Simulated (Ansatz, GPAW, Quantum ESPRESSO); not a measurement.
One calculation of InAs, 4 ways

```
In As
1.0
     0.00000    3.01800    3.01800
     3.01800    0.00000    3.01800
     3.01800    3.01800    0.00000
In As
1 1
Direct
  0.00000 0.00000 0.00000
  0.75000 0.75000 0.75000
```

Alike in all runs: task band structure; functional PBEsol; k mesh 8 × 8 × 8; occupations fermi-dirac, width 0.05 eV; no spin polarisation; no spin-orbit coupling. Pressure is positive in compression and, in plane waves, holds the error of the finite cutoff, which Ansatz's Pulay term estimates and takes out.

```csv
program and potentials,plane-wave cutoff (eV),notes,pressure (GPa)
"Ansatz, Ansatz PAW",420,"potentials made for PBE, which Ansatz adapts in part; 14 valence electrons an atom on average; Pulay term of +0.03 GPa included",1.51
"Ansatz, all-electron LAPW, scalar-relativistic",-,-,1.52
"Quantum ESPRESSO, PseudoDojo 0.4.1 SR PBEsol standard",1143,14 valence electrons an atom on average,1.61
"GPAW, PAW data sets generated for this functional",600,9 valence electrons an atom on average,1.31
```

The pressure spans 1.31 (GPAW, PAW data sets generated for this functional) to 1.61 GPa (Quantum ESPRESSO, PseudoDojo 0.4.1 SR PBEsol standard), with all-electron results at 1.52.

The functional is the same throughout but for its coding, so the spread measures potentials, basis and numerics; runs on potential files found faulty are left out.

All four runs put InAs under compression in this cell, so the PBEsol equilibrium volume is larger, and the spread between codes is far too small to change that sign. Part of the compression is geometric, since the cell is slightly smaller than the measured room-temperature one; the rest probably reflects mild underbinding by the functional.

The two Ansatz results nearly coincide, which suggests that the partly adapted PBE potentials do little harm to the pressure here, though errors may cancel. GPAW lies lowest. Its electron count fits a valence that keeps In 4d but freezes As 3d, whereas the other two potential-based runs treat both shells as valence. The missing relaxation of As 3d could lower the pressure, but so could an incomplete plane-wave basis, and these data do not separate the two. The higher Quantum ESPRESSO value more likely stems from the pseudopotentials than from the basis, given its large cutoff. Agreement in pressure at one volume does not establish equal compressibility or equal band energies.
